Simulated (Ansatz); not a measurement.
In, DFT, LDA, PAW with Ansatz's default frozen-core files, scalar-relativistic (Ansatz 0.2.0), run on 1 thread of Intel(R) Xeon(R) 6975P-C (Granite Rapids) on a shared host.

The geometry is COD entry 9017523, unchecked; take it as a test cell. The listed cell was then made from it by scaling, straining or moving an atom.

Command: `ansatz run input.yaml --threads 1 --pin off --max-ram 3072MiB --backend cpu --events-out ev --progress --plain --runs-dir out`

```yaml
crystal:
  lattice:
    - [-1.6315525314, 1.6315525314, 2.4821691634]
    - [1.6315525314, -1.6315525314, 2.4821691634]
    - [1.6315525314, 1.6315525314, -2.4821691634]
  atoms:
    - { symbol: In, position: [0.0, 0.0, 0.0] }
kpoints:
  mp_grid: { grid: [12, 12, 14] }
scf:
  occupations: { method: fermi_dirac, width: 0.05 }
hamiltonian:
  xc: lda
  pseudopotentials: { kind: paw }
output:
  forces: true
  stress: true
  eigenvalues: true
  efg: { contact_densities: true }
  write_density: true
  write_potential: true
  elf: true
  volumetric_format: npy
```

Q: How large is the problem that the program sets up?

A: 554 irreducible k-points, 541 plane waves at Γ, 11 bands.

Q: About how long does it take, and how much memory does it use?

A: 10 s of wall time for 6 SCF iterations, with a peak of 0.49 GiB. Times on shared machines scatter by tens of per cent.

Q: And the same cell and mesh by all-electron PAW (datasets made for this crystal), asked for forces, stress, eigenvalues, efg, on the same hardware?

A: 23 s, peak memory 0.63 GiB.
